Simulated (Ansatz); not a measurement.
Where the states of NbAs lie

```yaml
crystal:
  lattice:
    - [3.39998, 0.00000, 0.00000]
    - [-1.69999, 2.94447, 0.00000]
    - [0.00000, 0.00000, 8.36194]
  atoms:
    - { symbol: Nb, position: [0.33333, 0.66667, 0.03663] }
    - { symbol: Nb, position: [0.66667, 0.33333, 0.53663] }
    - { symbol: As, position: [0.33333, 0.66667, 0.33937] }
    - { symbol: As, position: [0.66667, 0.33333, 0.83937] }
```

Conventional cell: a = 3.400 Å, b = 3.400 Å, c = 8.362 Å, α = 90.00°, β = 90.00°, γ = 120.00°. Around Nb (atom 1) lie 4 As at 2.53 to 2.56 Å. Around As (atom 3) lie 4 Nb at 2.53 to 2.56 Å.

The cell was built from the wurtzite type and relaxed in the same program, and has space group P6_3mc; it needn't be a known or the stable phase.

All numbers below come from DFT, PBE, all-electron LAPW, scalar-relativistic in Ansatz 0.2.0.

The runs use a Γ-centred 9×9×5 k mesh, Fermi–Dirac smearing of 0.08 eV, basis error target 1 meV/atom, no spin polarisation.

States per eV and cell, averaged over 0.6 eV, from -12.4 to 5.4 eV, with energies (bin centres) from the Fermi level; empty bins are left out. The partial columns, the largest 3 alone, are projections on Löwdin-orthogonalised atomic shells (those that the program's projection atoms carry: the occupied ones and, for some elements, an empty d or f shell; other empty shells have no column), summed over atoms of an element. Weights on diffuse s and p shells depend on that basis and aren't pure angular character.

```csv
E (eV),total,Nb 4d,As 4p,As 4s
-12.2,0.05,0.00,0.00,0.03
-11.6,0.71,0.04,0.02,0.43
-11.0,1.60,0.14,0.07,1.12
-10.4,2.97,0.44,0.08,2.21
-9.8,1.34,0.23,0.01,1.05
-5.0,0.43,0.09,0.25,0.01
-4.4,3.76,1.09,2.24,0.05
-3.8,2.53,0.87,1.40,0.04
-3.2,3.23,1.20,1.80,0.05
-2.6,2.42,0.89,1.31,0.07
-2.0,2.98,1.34,1.47,0.06
-1.4,3.43,2.11,1.21,0.03
-0.8,5.41,3.99,1.05,0.03
-0.2,2.57,1.96,0.37,0.03
0.4,4.38,3.33,0.57,0.09
1.0,3.62,2.65,0.63,0.04
1.6,2.20,1.80,0.29,0.02
2.2,2.19,1.67,0.35,0.06
2.8,3.10,2.24,0.50,0.19
3.4,3.75,2.28,1.05,0.18
4.0,2.11,1.05,0.77,0.08
4.6,3.66,1.64,1.31,0.21
5.2,1.37,0.54,0.64,0.02
```

Question: Which of the resolved shells contributes most within 0.3 eV of the Fermi level?

Answer: Nb 4d, with 78 % of all states there; As 4p follows with 12 %.

Question: Where is the centre of the filled Nb 4d states between -14 eV and the top of the filled states?

Answer: -2.32 eV from the Fermi level.
